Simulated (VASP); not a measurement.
Results of a VASP single-point calculation on CsH (strained rocksalt)

POSCAR

```
Cs H
 1.0000000000000000
    -0.0730803695000000    3.1751874897999999    3.1751874897999999
     3.1751874897999999   -0.0730803695000000    3.1751874897999999
     3.1751874897999999    3.1751874897999999   -0.0730803695000000
 Cs  H
   1   1
Cartesian
  0.0000000000000000  0.0000000000000000  0.0000000000000000
  3.1386473050500006  3.1386473050500006  3.1386473050499997
```

* gap between bands v and c: 2.67 eV
* least direct gap: 2.67 eV

Band v is the last that the valence electrons fill when counted band by band, and c is the next. Levels in eV from the top of v:

| point | v−1 | v | c | c+1 |
| --- | --- | --- | --- | --- |
| Γ | -8.18 | -1.62 | 5.56 | 5.56 |
| X | -8.43 | -1.11 | 3.52 | 5.97 |
| K | -8.40 | -0.73 | 3.85 | 5.17 |
| L | -8.30 | 0.00 | 2.67 | 5.15 |
| W | -8.49 | -0.70 | 4.48 | 4.60 |

**Question.** Which of these levels of theory gave these results?
A. r²SCAN
B. PBE0
C. LDA
D. PBE with spin–orbit coupling
E. HSE06
F. PBE
G. PBEsol

**Answer.** A.

The INCAR was:

```
EDIFF = 1E-7
LCHARG = .FALSE.
PREC = Accurate
ISMEAR = 0
LWAVE = .FALSE.
NELM = 120
IBRION = -1
LREAL = .FALSE.
NSW = 0
SIGMA = 0.01
ISIF = 2
NBANDS = 12
ENCUT = 520
ALGO = Normal
METAGGA = R2SCAN
LASPH = .TRUE.
```
